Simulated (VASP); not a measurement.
Here is a VASP 6.6.1 calculation.

INCAR

```
PREC = Accurate ; ENCUT = 600
EDIFF = 1E-7 ; ISMEAR = -1
SIGMA = 0.05 ; LREAL = False
LASPH = True ; NELM = 60
ALGO = Normal ; ISIF = 3
LWAVE = False ; LCHARG = False
GGA = OR ; LUSE_VDW = True
AGGAC = 0.0 ; IBRION = 2
NSW = 40 ; EDIFFG = -0.01
```

Contents of KPOINTS:

```
Automatic mesh
0
Gamma
  10 10 10
```

Contents of POSCAR:

```
CdO
1.0
    0.0000000000      2.3495000000      2.3495000000
    2.3495000000      0.0000000000      2.3495000000
    2.3495000000      2.3495000000      0.0000000000
Cd O
1 1
Direct
    0.0000000000      0.0000000000      0.0000000000
    0.5000000000      0.5000000000      0.5000000000
```

Potentials or basis: VASP PAW PBE potentials, release 64 (Cd, O).

Launch:

```console
$ cat potpaw_PBE.64/Cd/POTCAR potpaw_PBE.64/O/POTCAR > POTCAR
$ mpirun -np 1 vasp_std > vasp.out
```

Task: Estimate the space group after relaxing (to 0.05 Å).

Result: Fm-3m (No. 225).

Task: What does it give for the relaxed volume?

Result: 13.73 Å³/atom.

Task: Predict the band gap on the k mesh.

Result: None (metal or under the smearing width).

Task: What does it give for the relaxed cell?

Result: a = 3.386 Å, b = 3.386 Å, c = 3.386 Å, α = 60.00°, β = 60.00°, γ = 60.00°.

Step by step:
```
step  energy change (eV)  largest force (eV/Å)  pressure (GPa)  volume (Å³)
   1              0.0000                0.0000            8.18        25.94
   2             -0.0223                0.0000           -4.25        28.50
   3             -0.0367                0.0000           -0.01        27.46
```

Caveat: the PAW data sets were made with another functional, which shifts forces and pressure a little; this crystal is a semiconductor, whose small gap the functional closes, so the metal is an error of the method. Zero-point motion and thermal expansion aren't in these numbers.
